**Question**

Cutting anatase along its (001) plane costs about 2.5 J/m², or roughly 1 eV for every Ti–O bond that is cut. More than a third of that is already spent when the two halves have moved half an ångström apart from their rest position. These are values for a perfect crystal pulled apart rigidly, its atoms held fixed on both sides, in a density functional calculation with PBEsol.

Two results are given: the separation energy is 962 mJ/m² at an opening of 0.5 Å and levels off at 2506 mJ/m² by 6 Å. Using only these, estimate by hand

(a) the separation energy at an opening of 1 Å;
(b) the energy needed to push the two halves 0.3 Å closer than their rest position;
(c) the largest traction, that is, the greatest pull per area during opening, and the opening at which it occurs.

Then judge how far the estimates can be trusted.

**Model answer**

Two Ti–O bonds cross the cut in each surface cell, and both stand along the pulling direction, so the opening $x$ stretches them directly. The orbitals of the two sides overlap less and less as the gap widens, roughly exponentially. The electrostatic attraction also fades fast, because each O–Ti–O layer is neutral and has no dipole, so its positive and negative ions cancel when seen from a distance. The two need not fade at the same rate; the rule of thumb lumps them into one decaying quantity, $q = e^{-ax}$, which equals 1 at rest and halves whenever the gap grows by a length $h = \ln 2/a$.

Let the attraction be proportional to $q$ and the repulsion, which has a shorter reach, to $q^2$. The energy must be zero and flat at $x = 0$ and must reach the plateau $W$ at large $x$. These conditions fix both prefactors and leave the Morse form

$$E = W(1-q)^2 .$$

The 0.5 Å value supplies $q$. The fraction of the plateau spent there is $962/2506 = 0.384$, whose square root is 0.62, so $q = 0.38$. This corresponds to 1.39 halvings in 0.5 Å, which gives $h = 0.36$ Å.

(a) Doubling the opening squares $q$, so at 1 Å it is $0.3804^2 = 0.145$ (with $q$ kept to four figures). The energy is then $2506 \times 0.855^2$, or about 1830 mJ/m².

(b) On closing, $q$ grows instead of shrinking. A push of 0.3 Å is 0.837 of the unrounded halving length, 0.3586 Å, so $q = 2^{0.837} = 1.786$. The energy is $2506 \times 0.786^2$, or about 1550 mJ/m².

(c) The traction is the slope of the energy, $2aWq(1-q)$. It is greatest at $q = 1/2$, hence at $x = h = 0.36$ Å, when only a quarter of the energy has been spent. Its value there is $aW/2$. With $a = 1.93$ per Å and 1 J/m² per Å equal to 10 GPa, this comes to about 24 GPa.

The full calculation can now be compared.

Anatase TiO2 (a = 3.771, c = 9.546 Å) opened rigidly across (001), one cut per 12-atom cell, atoms unrelaxed. Ansatz 0.2.0, plane-wave DFT with PAW, PBEsol, scalar-relativistic, no spin polarisation; cutoff 420 eV, k mesh 7×7×3, Gaussian smearing of 0.05 eV. Energies are relative to the uncut crystal, per area of the cut; negative openings push the halves together.

```
opening (Å)  separation energy (mJ/m²)  traction (GPa (slope of the separation energy))
       -0.3                       1530                                           -134.2
      -0.15                        281                                            -43.1
          0                          0                                              0.0
       0.25                        369                                             22.9
        0.5                        962                                             22.8
       0.75                       1464                                             17.1
          1                       1823                                             11.8
        1.5                       2223                                              5.1
          2                       2390                                              2.1
          3                       2486                                              0.3
        4.5                       2504                                              0.0
          6                       2506                                              0.0
```

The uncut crystal has space group I4_1/amd; every opened or closed cell has the lower symmetry Pmma. The PAW datasets were made for PBE, not for PBEsol.

Neither worked row was used to set the constants, and both come out well: the estimate is 0.6 % above the computed energy at 1 Å and about 1 % above it at −0.3 Å. Over all the opened rows the energy is never wrong by more than 0.7 % of its computed value. The peak traction falls between two rows, at 0.25 and 0.5 Å, which both show about 23 GPa. The average slope between them is 23.7 GPa, as a slightly higher maximum in the middle requires. The printed analysis after this text gives the comparison row by row.

**Remarks on the reasoning**

*Why not treat the bonds as springs?* A parabola with the rule's stiffness at rest gives 585 mJ/m² at an opening of 0.25 Å, where the calculation finds 369. At a closing of 0.15 Å it errs the other way, with 211 instead of 281. In the picture behind the rule, the reason is the different reach of the two forces. On opening, the attraction itself dies away and the crystal softens; on closing, the repulsion outruns the attraction and the crystal stiffens.

*Does the exact form matter?* The universal binding-energy relation, $E = W[1-(1+x/l)e^{-x/l}]$ with a decay length $l$, is another form with two constants for such curves. Set by the same two rows, it is wrong by up to 52 mJ/m² on opening, and at −0.3 Å it falls short by about a tenth of the computed energy. The Morse form does better here, which fits the picture of a repulsion with half the reach of the attraction. The total energies do not separate the two forces, however, so that picture remains an argument from theory.

*Which row should set the halving length?* Any single row up to 3 Å, taken with the plateau, gives a value between 0.36 and 0.38 Å. The steep part of the curve is still the place to choose. Far out, $q$ has to be found from the small difference between two nearly equal energies. The rule also lets go a little too early: at 3 Å the calculation has 20 mJ/m² still to be spent, the estimate only 15, about a quarter short. Between 2 and 3 Å the computed remainder falls from 116 to 20 mJ/m², a decay of 1.76 per Å against the rule's 1.93. This slower tail is what ionic attraction is expected to give: the field outside a neutral layer dies away, at the slowest, as $e^{-2\pi x/L}$ with $L = 3.771$ Å the side of the surface cell, which is 1.67 per Å. The real tail should be longer still, since PBEsol lacks long-range dispersion forces.

*What does the plateau stand for?* It is the energy of two new faces, about 1250 mJ/m² each, frozen in the positions the atoms had inside the crystal. The frozen faces are far from equilibrium: at 6 Å the cell carries a tension of about 11 GPa along one in-plane direction, averaged over slab and gap, and almost none along the other. Real faces relax and lower this energy. The plateau is therefore an upper estimate, within this functional, of what two relaxed surfaces cost. The slab between the cuts is one cell thick, and thicker slabs were not tested.

*Is 24 GPa the strength of anatase?* It is the estimated stress at which two rigid halves of a flawless crystal would part if all bonds across this plane gave way together. A real piece breaks at a far lower load, because a crack concentrates the stress at its tip and cuts the bonds one row after another. The figure is a ceiling.

For a similar rigid cut, the practical rule is to obtain the plateau $W$ and one energy $E$ on the steep part of the curve. Then $q = 1-\sqrt{E/W}$ at that opening gives the halving length $h$, and the peak pull is about $0.35\,W/h$ (with $W$ in J/m² and $h$ in Å, multiply by 10 for GPa). Check the rule on one further point before relying on it for another crystal or plane.

Numerical output:

```
plateau W, two unrelaxed faces, mJ/m2: 2506
halving length h from the 0.5 A row, A: 0.3586
decay constant a, 1/A: 1.933
Morse rule against the table:
    row          q  energy estimate mJ/m2  miss mJ/m2     miss %  traction estimate GPa  miss of rival mJ/m2
   -0.3      1.786                   1548       17.55      1.147                   -136               -147.3
  -0.15      1.336                  283.5        2.51     0.8933                 -43.55               -19.43
    0.0          1                      0           0          0                      0                    0
   0.25     0.6168                    368     -0.9796    -0.2655                   22.9               -8.635
    0.5     0.3804                    962   1.137e-13  1.182e-14                  22.83              0.06473
   0.75     0.2346                   1468       3.967      0.271                   17.4                21.55
    1.0     0.1447                   1833       10.15     0.5568                  11.99                 41.8
    1.5    0.05505                   2238       14.66     0.6596                   5.04                51.88
    2.0    0.02094                   2402       12.13     0.5075                  1.987                38.61
    3.0   0.003031                   2491       4.832     0.1944                 0.2928                12.31
    4.5  0.0001669                   2505       1.164    0.04647                0.01616                1.795
    6.0  9.187e-06                   2506    -0.04604  -0.001837                0.00089            -0.004956
largest miss of Morse rule on opening, mJ/m2: 14.66
largest miss of rival on opening, mJ/m2: 51.88
largest traction miss on opening, GPa: 0.2979
smallest halving length from any single row up to 3 A, A: 0.358
largest halving length from any single row up to 3 A, A: 0.3766
estimated peak traction aW/2, GPa: 24.22
mean slope of table energies from 0.25 to 0.5 A, GPa: 23.72
parabola with the same curvature at 0.25 A, mJ/m2: 585.2
parabola with the same curvature at -0.15 A, mJ/m2: 210.7
energy still to be spent at 3 A, table, mJ/m2: 20
energy still to be spent at 3 A, Morse rule, mJ/m2: 15.17
plateau energy per cut Ti-O bond, eV: 1.112
```
